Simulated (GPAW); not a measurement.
# Ge (Cmcm) in GPAW: reference runs

How does Ge come out in PBE? The cell is run as given and disturbed.

All numbers are computed with GPAW 26.7.0; they aren't measurements. Logs are shortened: lines on timing, memory, paths and dates and some standing lists are left out, and cuts for length are marked. The log counts tension as positive stress, the text compression.

### Step 1. The structure

The structure is orthorhombic, space group Cmcm (No. 63). Conventional cell: a = 2.976 Å, b = 5.189 Å, c = 4.728 Å, α = 90.00°, β = 90.00°, γ = 90.00°. Ge (site symmetry m2m) has 12 Ge at 2.92 to 2.99 Å as nearest neighbours.

This isn't the form of Ge at room conditions, which is diamond.

### Step 2. Single point, PBE

run.py reads:

```python
from ase import Atoms
from ase.dft.bandgap import bandgap
from ase.io import write
from ase.units import GPa
from gpaw import GPAW, PW

atoms = Atoms(['Ge', 'Ge'],
              cell=[[1.488052925, -2.59468961, 0.0],
                    [1.488052925, 2.59468961, 0.0],
                    [0.0, 0.0, 4.72759579]],
              scaled_positions=[[0.33344663, 0.66655337, 0.25],
                                [0.66655337, 0.33344663, 0.75]],
              pbc=True)

calc = GPAW(mode=PW(600),
            xc='PBE',
            kpts={'size': (10, 10, 6), 'gamma': True},
            occupations={'name': 'fermi-dirac', 'width': 0.05},
            nbands=11,
            convergence={'density': 1e-05, 'energy': 1e-05},
            maxiter=150,
            txt='gpaw.txt')
atoms.calc = calc
energy = atoms.get_potential_energy()
forces = atoms.get_forces()
stress = atoms.get_stress()
calc.write('gs.gpw')
write('result.traj', atoms)
print(f'Energy: {energy:.6f} eV')
print('Forces (eV/A):')
print(forces.round(4))
print('Stress (GPa):', (stress / GPa).round(3))
print('Fermi level:', round(calc.get_fermi_level(), 4), 'eV')
print(f'Gap: {bandgap(calc)[0]:.4f} eV, direct: {bandgap(calc, direct=True)[0]:.4f} eV')
```

Potentials or basis: GPAW PAW data sets (gpaw-data 1.2.1), pw.

Started as:

```sh
> OMP_NUM_THREADS=1 python run.py
```

gpaw.txt:

```text
__  _  _
 | _ |_)|_||  |
 |__||  | ||/\| - 26.7.0

Input parameters:
  mode=PW(ecut=600.0),
  convergence={'density': 1e-05, 'energy': 1e-05},
  kpts=MonkhorstPack(size=(10, 10, 6), gamma=True),
  maxiter=150,
  nbands=11,
  occupations=Occupations(name='fermi-dirac', width=0.05),
  xc=XC(name='PBE')

Diagonalizing LCAO Hamiltonian
Converting LCAO to pw mode

       Ge

         Ge

Atoms  # Å, Bohr magnetons
|   | symbol |        x |         y |        z |    initial magnetic moments |
|---|--------|----------|-----------|----------|-----------------------------|
| 0 |     Ge | 1.488053 |  0.864309 | 1.181899 | ( 0.0000,  0.0000,  0.0000) |
| 1 |     Ge | 1.488053 | -0.864309 | 3.545697 | ( 0.0000,  0.0000,  0.0000) |

Unit cell  # Å
| periodic |        x |         y |        z |  lengths |     angles |
|----------|----------|-----------|----------|----------|------------|
|      yes | 1.488053 | -2.594690 | 0.000000 | 2.991106 |  90.000000 |
|      yes | 1.488053 |  2.594690 | 0.000000 | 2.991106 |  90.000000 |
|      yes | 0.000000 |  0.000000 | 4.727596 | 4.727596 | 120.331510 |

Number of symmetries: 4
Symmetry operations  # r_c * U_cc + t_c -> r_c
|   | kind |            matrix            |
|---|------|------------------------------|
| 0 |  E   |  1, 0, 0,  0, 1, 0,  0, 0, 1 |
| 1 |  C2  |  0, 1, 0,  1, 0, 0,  0, 0,-1 |
| 2 |  σ   |  0,-1, 0, -1, 0, 0,  0, 0, 1 |
| 3 |  i   | -1, 0, 0,  0,-1, 0,  0, 0,-1 |

BZ-sampling:
  Number of BZ points: 600
  Number of IBZ points: 172

  Monkhorst-Pack size: [10, 10, 6]
  Monkhorst-Pack shift: [0.05, 0.05, 0.08333333333333333]

K-points  # in reciprocal-cell coordinates
|     |                                coordinates |     weight |
|-----|--------------------------------------------|------------|
|   0 | (  0.00000000,   0.00000000,   0.00000000) | 0.00166667 |
|   1 | (  0.00000000,   0.00000000,   0.16666667) | 0.00333333 |
|   2 | (  0.00000000,   0.00000000,   0.33333333) | 0.00333333 |
|   3 | (  0.00000000,   0.00000000,   0.50000000) | 0.00166667 |
|   4 | (  0.10000000,  -0.10000000,  -0.33333333) | 0.00333333 |
|   5 | (  0.10000000,  -0.10000000,  -0.16666667) | 0.00333333 |
|   6 | (  0.10000000,  -0.10000000,   0.00000000) | 0.00333333 |
|   7 | (  0.10000000,  -0.10000000,   0.16666667) | 0.00333333 |
|   8 | (  0.10000000,  -0.10000000,   0.33333333) | 0.00333333 |
|   9 | (  0.10000000,  -0.10000000,   0.50000000) | 0.00333333 |
| ... |                                            |            |
| 171 | (  0.50000000,   0.50000000,   0.50000000) | 0.00166667 |

Plane wave coefficients: 1237
Cutoff: 600.0 eV

Spin-components: 1 (collinear spins)
Bands:           11
Projectors:      10
Spin-degeneracy: 2
Datatype:        complex128

Parallelization:
  kpt:    1
  domain: 1
  band:   1

Density:
  Valence electrons: 8.0
  Components: 1
  Grid points: [18 18 27]
  Charge: 0.0  # |e|

Potential:
  Grid points: [18 18 27]

species:
  Ge:
    name:    Germanium
    Z:       32.0
    valence: 4
    core:    28
    charge:  0.0  # [|e|]
    compensation charges:
      type: gauss
      rc: 0.32  # [Å]
      lmax: 2
    cutoffs:
      filter: 1.77  # [Å]
      core: 3.42  # [Å]
    projectors
    | kind |    occ | energy [eV] | rcut [Å] |
    |------|--------|-------------|----------|
    |   4s |  2.000 |     -11.726 |    1.005 |
    |   4p |  2.000 |      -3.896 |    1.005 |
    |    s |        |      15.485 |    1.005 |
    |    p |        |      23.315 |    1.005 |
    |    d |        |       0.000 |    1.005 |

    Using partial waves for Ge as LCAO basis

Reference energy: -114195.275705  # eV

eigensolver:
  PPCG
  Converge bands: occupied
  niter=2

density mixing:
  MSR1-Mixer
  Pratt-step length: 0.05
  Maximum mixing coefficient: 0.75
  Old densities: 10
  SVD Regularization: 0.005
  Good broyden scale: 1.0
  Trust region scale: 1.0
  Backstep threshold: 4.0
  History deletion threshold: 6.0
  Fourier metric: weight=20.0, sigma=0.015

occupation numbers:
  Fermi-Dirac:
    width: 0.0500  # eV

poisson solver:
  ecut: 4800.0  # eV

xc functional:
  name: PBE with 2 nearest neighbor stencil

convergence criteria:
- Maximum integral of absolute [dens]ity change: 1e-05 electrons / valence electron
- Maximum [total energy] change in last 3 cyles: 1e-05 eV / valence electron
- Maximum integral of absolute [eigenst]ate change: 4e-08 eV^2 / valence electron
maximum number of iterations: 150

SCF iterations
|iter     | |      energy | eigst |  dens |
|---------|-|-------------|-------|-------|
|iter:   1| |   -8.414296 | -0.57 |       |
|iter:   2| |   -8.412151 | -3.05 | -1.30 |
|iter:   3| |   -8.389528 | -3.53 | -1.32 |
|iter:   4| |   -8.387875 | -4.38 | -1.91 |
|iter:   5| |   -8.387862 | -5.82 | -3.07 |
|iter:   6| |   -8.387860c| -6.74 | -3.51 |
|iter:   7| |   -8.387860c| -7.97c| -4.55 |
|iter:   8| |   -8.387860c| -8.86c| -4.92 |
|iter:   9| |   -8.387860c| -9.75c| -5.58c|

Converged in 9 steps
Energy contributions relative to reference atoms: (reference = -114195.275705)

Energy contributions:
  Kinetic:          17.870921
  Coulomb:         -15.839015
  Zero:             -0.009352
  External:          0.000000
  Xc:              -10.406172
  Entropy:          -0.008484
  Spinorbit:         0.000000
  ----------------------------
  Free energy:      -8.392102
  Extrapolated:     -8.387860

dipole moment: (0.000185, 0.000000, 0.000293)  # |e|*Ang

Fermi level: 8.275
Eigenvalues  # (at kpt = [0.000, 0.000, 0.000])
| band index |      eig [eV] | occ [0-2] |
|------------|---------------|-----------|
|          0 |        -5.073 |     2.000 |
|          1 |         0.796 |     2.000 |
|          2 |         2.754 |     2.000 |
|          3 |        14.915 |     0.000 |
|          4 |        15.030 |     0.000 |
|          5 |        16.983 |     0.000 |
|          6 |        17.101 |     0.000 |
|          7 |        18.423 |     0.000 |
|          8 |        19.613 |     0.000 |
|          9 |        21.229 |     0.000 |
|         10 |        22.276 |     0.000 |

No gap
No difference between direct/indirect transitions

Forces  # eV/Ang
|       x |        y |        z |
|---------|----------|----------|
| 0.00000 | -0.00096 | -0.00000 |  # Ge   0
| 0.00000 |  0.00096 |  0.00000 |  # Ge   1

Stress tensor  # eV/Ang^3
|         x |         y |         z |
|-----------|-----------|-----------|
| -0.018837 |  0.000000 |  0.000000 |
|  0.000000 | -0.020148 | -0.000000 |
|  0.000000 | -0.000000 | -0.035097 |

# Writing to gs.gpw (mode='')
```

Wall time 32 s (1 thread of AMD EPYC 7B13 (Zen 3), shared host); peak memory 0.2 GiB.

Results:

```yaml
Free_energy: -8.3921 eV
Pressure: 4.0 GPa
Band_gap_on_the_k_mesh: none (metal or under the smearing width)
```

Stress tensor (GPa, compression positive):
```
3.02 0.00 0.00
0.00 3.23 0.00
0.00 0.00 5.62
```

### Step 3. Single point, PBE (atoms moved at random, drawn with an rms of 0.05 Å)

Edit run.py of step 2 so:

```diff
@@ -10,4 +10,4 @@
                     [0.0, 0.0, 4.72759579]],
-              scaled_positions=[[0.33344663, 0.66655337, 0.25],
-                                [0.66655337, 0.33344663, 0.75]],
+              scaled_positions=[[0.327104, 0.679362, 0.253225],
+                                [0.679104, 0.335894, 0.745256]],
               pbc=True)
```

Potentials or basis: GPAW PAW data sets (gpaw-data 1.2.1), pw.

Started as:

```sh
> OMP_NUM_THREADS=1 python run.py
```

gpaw.txt:

```text
__  _  _
 | _ |_)|_||  |
 |__||  | ||/\| - 26.7.0

Input parameters:
  mode=PW(ecut=600.0),
  convergence={'density': 1e-05, 'energy': 1e-05},
  kpts=MonkhorstPack(size=(10, 10, 6), gamma=True),
  maxiter=150,
  nbands=11,
  occupations=Occupations(name='fermi-dirac', width=0.05),
  xc=XC(name='PBE')

Diagonalizing LCAO Hamiltonian
Converting LCAO to pw mode

       Ge

         Ge

Atoms  # Å, Bohr magnetons
|   | symbol |        x |         y |        z |    initial magnetic moments |
|---|--------|----------|-----------|----------|-----------------------------|
| 0 |     Ge | 1.497675 |  0.914000 | 1.197145 | ( 0.0000,  0.0000,  0.0000) |
| 1 |     Ge | 1.510371 | -0.890523 | 3.523269 | ( 0.0000,  0.0000,  0.0000) |

Unit cell  # Å
| periodic |        x |         y |        z |  lengths |     angles |
|----------|----------|-----------|----------|----------|------------|
|      yes | 1.488053 | -2.594690 | 0.000000 | 2.991106 |  90.000000 |
|      yes | 1.488053 |  2.594690 | 0.000000 | 2.991106 |  90.000000 |
|      yes | 0.000000 |  0.000000 | 4.727596 | 4.727596 | 120.331510 |

Number of symmetries: 1
Symmetry operations  # r_c * U_cc + t_c -> r_c
|   | kind |            matrix            |
|---|------|------------------------------|
| 0 |  E   |  1, 0, 0,  0, 1, 0,  0, 0, 1 |

BZ-sampling:
  Number of BZ points: 600
  Number of IBZ points: 304

  Monkhorst-Pack size: [10, 10, 6]
  Monkhorst-Pack shift: [0.05, 0.05, 0.08333333333333333]

K-points  # in reciprocal-cell coordinates
|     |                                coordinates |     weight |
|-----|--------------------------------------------|------------|
|   0 | (  0.00000000,   0.00000000,   0.00000000) | 0.00166667 |
|   1 | (  0.00000000,   0.00000000,   0.16666667) | 0.00333333 |
|   2 | (  0.00000000,   0.00000000,   0.33333333) | 0.00333333 |
|   3 | (  0.00000000,   0.00000000,   0.50000000) | 0.00166667 |
|   4 | (  0.00000000,   0.10000000,  -0.33333333) | 0.00333333 |
|   5 | (  0.00000000,   0.10000000,  -0.16666667) | 0.00333333 |
|   6 | (  0.00000000,   0.10000000,   0.00000000) | 0.00333333 |
|   7 | (  0.00000000,   0.10000000,   0.16666667) | 0.00333333 |
|   8 | (  0.00000000,   0.10000000,   0.33333333) | 0.00333333 |
|   9 | (  0.00000000,   0.10000000,   0.50000000) | 0.00333333 |
| ... |                                            |            |
| 303 | (  0.50000000,   0.50000000,   0.50000000) | 0.00166667 |

Plane wave coefficients: 1237
Cutoff: 600.0 eV

Spin-components: 1 (collinear spins)
Bands:           11
Projectors:      10
Spin-degeneracy: 2
Datatype:        complex128

Parallelization:
  kpt:    1
  domain: 1
  band:   1

Density:
  Valence electrons: 8.0
  Components: 1
  Grid points: [18 18 27]
  Charge: 0.0  # |e|

Potential:
  Grid points: [18 18 27]

species:
  Ge:
    name:    Germanium
    Z:       32.0
    valence: 4
    core:    28
    charge:  0.0  # [|e|]
    compensation charges:
      type: gauss
      rc: 0.32  # [Å]
      lmax: 2
    cutoffs:
      filter: 1.77  # [Å]
      core: 3.42  # [Å]
    projectors
    | kind |    occ | energy [eV] | rcut [Å] |
    |------|--------|-------------|----------|
    |   4s |  2.000 |     -11.726 |    1.005 |
    |   4p |  2.000 |      -3.896 |    1.005 |
    |    s |        |      15.485 |    1.005 |
    |    p |        |      23.315 |    1.005 |
    |    d |        |       0.000 |    1.005 |

    Using partial waves for Ge as LCAO basis

Reference energy: -114195.275705  # eV

eigensolver:
  PPCG
  Converge bands: occupied
  niter=2

density mixing:
  MSR1-Mixer
  Pratt-step length: 0.05
  Maximum mixing coefficient: 0.75
  Old densities: 10
  SVD Regularization: 0.005
  Good broyden scale: 1.0
  Trust region scale: 1.0
  Backstep threshold: 4.0
  History deletion threshold: 6.0
  Fourier metric: weight=20.0, sigma=0.015

occupation numbers:
  Fermi-Dirac:
    width: 0.0500  # eV

poisson solver:
  ecut: 4800.0  # eV

xc functional:
  name: PBE with 2 nearest neighbor stencil

convergence criteria:
- Maximum integral of absolute [dens]ity change: 1e-05 electrons / valence electron
- Maximum [total energy] change in last 3 cyles: 1e-05 eV / valence electron
- Maximum integral of absolute [eigenst]ate change: 4e-08 eV^2 / valence electron
maximum number of iterations: 150

SCF iterations
|iter     | |      energy | eigst |  dens |
|---------|-|-------------|-------|-------|
|iter:   1| |   -8.414258 | -0.57 |       |
|iter:   2| |   -8.412082 | -3.05 | -1.29 |
|iter:   3| |   -8.389317 | -3.52 | -1.32 |
|iter:   4| |   -8.387709 | -4.39 | -1.91 |
|iter:   5| |   -8.387680 | -5.83 | -3.01 |
|iter:   6| |   -8.387680c| -6.57 | -3.32 |
|iter:   7| |   -8.387680c| -7.90c| -4.02 |
|iter:   8| |   -8.387680c| -8.32c| -4.54 |
|iter:   9| |   -8.387680c| -8.94c| -4.89 |
|iter:  10| |   -8.387680c| -9.97c| -6.02c|

Converged in 10 steps
Energy contributions relative to reference atoms: (reference = -114195.275705)

Energy contributions:
  Kinetic:          17.956136
  Coulomb:         -15.909718
  Zero:             -0.009293
  External:          0.000000
  Xc:              -10.421186
  Entropy:          -0.007238
  Spinorbit:         0.000000
  ----------------------------
  Free energy:      -8.391299
  Extrapolated:     -8.387680

dipole moment: (0.133601, 0.096329, -0.022415)  # |e|*Ang

Fermi level: 8.267
Eigenvalues  # (at kpt = [0.000, 0.000, 0.000])
| band index |      eig [eV] | occ [0-2] |
|------------|---------------|-----------|
|          0 |        -5.079 |     2.000 |
|          1 |         0.798 |     2.000 |
|          2 |         2.755 |     2.000 |
|          3 |        14.885 |     0.000 |
|          4 |        15.071 |     0.000 |
|          5 |        16.751 |     0.000 |
|          6 |        17.312 |     0.000 |
|          7 |        18.437 |     0.000 |
|          8 |        19.622 |     0.000 |
|          9 |        21.145 |     0.000 |
|         10 |        22.143 |     0.000 |

No gap
No difference between direct/indirect transitions

Forces  # eV/Ang
|        x |        y |        z |
|----------|----------|----------|
|  0.00010 | -0.01400 | -0.03038 |  # Ge   0
| -0.00010 |  0.01400 |  0.03038 |  # Ge   1

Stress tensor  # eV/Ang^3
|         x |         y |         z |
|-----------|-----------|-----------|
| -0.020337 | -0.000102 |  0.000176 |
| -0.000102 | -0.018711 | -0.000371 |
|  0.000176 | -0.000371 | -0.036008 |

# Writing to gs.gpw (mode='')
```

It took 65 s on 1 thread of AMD EPYC 7B13 (Zen 3), shared host; peak memory 0.26 GiB.

Results:

| Property | Result |
| --- | --- |
| Free energy | -8.3913 eV |
| Pressure | 4.0 GPa |
| Largest force | 0.033 eV/Å |
| Band gap on the k mesh | none (metal or under the smearing width) |

Forces on the atoms (eV/Å):
```
Ge   0.000 -0.014 -0.030
Ge   0.000  0.014  0.030
```

Levels at points of the mesh, in eV from the Fermi level:
| k point | band 2 | band 3 | band 4 | band 5 | band 6 | band 7 |
| --- | --- | --- | --- | --- | --- | --- |
| (0.00, 0.00, 0.00) | -7.47 | -5.51 | 6.62 | 6.80 | 8.48 | 9.04 |
| (0.00, 0.00, 0.50) | -11.54 | 1.79 | 2.03 | 7.75 | 7.78 | 7.89 |
| (0.00, 0.50, 0.00) | -7.14 | -2.20 | -1.26 | -0.79 | 1.35 | 2.49 |
| (0.00, 0.50, 0.50) | -6.87 | -5.02 | -4.86 | 4.00 | 4.25 | 5.12 |
| (0.50, 0.00, 0.00) | -7.19 | -2.17 | -1.27 | -0.73 | 1.26 | 2.49 |
| (0.50, 0.00, 0.50) | -6.86 | -5.04 | -4.89 | 4.01 | 4.25 | 5.13 |
| (0.50, 0.50, 0.00) | -6.96 | -2.37 | -1.23 | -1.09 | 1.71 | 2.62 |
| (0.50, 0.50, 0.50) | -7.01 | -4.94 | -4.76 | 4.16 | 4.41 | 5.05 |

### Step 4. Equation of state, PBE

run.py reads:

```python
from ase.eos import EquationOfState
from ase.io import Trajectory, read
from ase.units import GPa
from gpaw import GPAW, PW

atoms = read('POSCAR')

traj = Trajectory('eos.traj', 'w')
volumes, energies = [], []
for x in [0.94, 0.96, 0.98, 1.0, 1.02, 1.04, 1.06]:
    a = atoms.copy()
    a.set_cell(atoms.cell * x**(1 / 3), scale_atoms=True)
    calc = GPAW(mode=PW(600),
                xc='PBE',
                kpts={'size': (10, 10, 6), 'gamma': True},
                occupations={'name': 'fermi-dirac', 'width': 0.05},
                nbands=11,
                convergence={'density': 1e-05, 'energy': 1e-05},
                maxiter=150,
                txt=f'eos-{x:.2f}.txt')
    a.calc = calc
    energies.append(a.get_potential_energy(force_consistent=True))
    volumes.append(a.get_volume())
    p = -a.get_stress()[:3].mean() / GPa
    calc.write(f'eos-{x:.2f}.gpw')
    traj.write(a)
    print(f'{x:.2f} {volumes[-1]:10.4f} A^3 {energies[-1]:14.6f} eV {p:9.3f} GPa', flush=True)

v0, e0, B = EquationOfState(volumes, energies, eos='birchmurnaghan').fit()
print(f'V0 = {v0:.4f} A^3, E0 = {e0:.6f} eV, B0 = {B / GPa:.2f} GPa')
```

POSCAR reads:

```
Ge
1.0
    1.4880529250     -2.5946896100      0.0000000000
    1.4880529250      2.5946896100      0.0000000000
    0.0000000000      0.0000000000      4.7275957900
Ge
2
Direct
    0.3334466300      0.6665533700      0.2500000000
    0.6665533700      0.3334466300      0.7500000000
```

Started as:

```sh
> OMP_NUM_THREADS=1 python run.py
```

It took 3.5 min on 1 thread of AMD EPYC 7B13 (Zen 3), shared host; peak memory 0.29 GiB.

It converged, with:

```yaml
Equilibrium_volume: 19.24 Å³/atom
Bulk_modulus_at_fixed_shape_and_positions: 68 GPa
Pressure_derivative_of_the_bulk_modulus: 4.3
```

Energy against volume, from the lowest point:
```
volume (Å³/atom)  energy (meV/atom)
          17.158              58.25
          17.523              38.10
          17.888              22.69
          18.253              11.58
          18.618               4.34
          18.984               0.60
          19.349               0.00
```

Caveat: the cell was scaled at fixed shape and fractional positions, which overstates the stiffness of a crystal with free parameters, most of all of layers and chains.

### Step 5. Overview

| task | cell | gap on the mesh (eV) | pressure (GPa) |
| --- | --- | --- | --- |
| single point | as given | none | 4.0 |
| single point | atoms moved at random, drawn with an rms of 0.05 Å | none | 4.0 |
| equation of state | as given | - | - |

Alike in all rows: level PBE; potentials or basis GPAW PAW data sets (gpaw-data 1.2.1), pw; no spin polarisation; k mesh 10 × 10 × 6; cutoff (eV) 600; smearing fermi-dirac 0.05 eV.

Caveats: the cell was scaled at fixed shape and fractional positions, which overstates the stiffness of a crystal with free parameters, most of all of layers and chains (some runs).

Absolute energies hang on the potentials; compare differences alone.
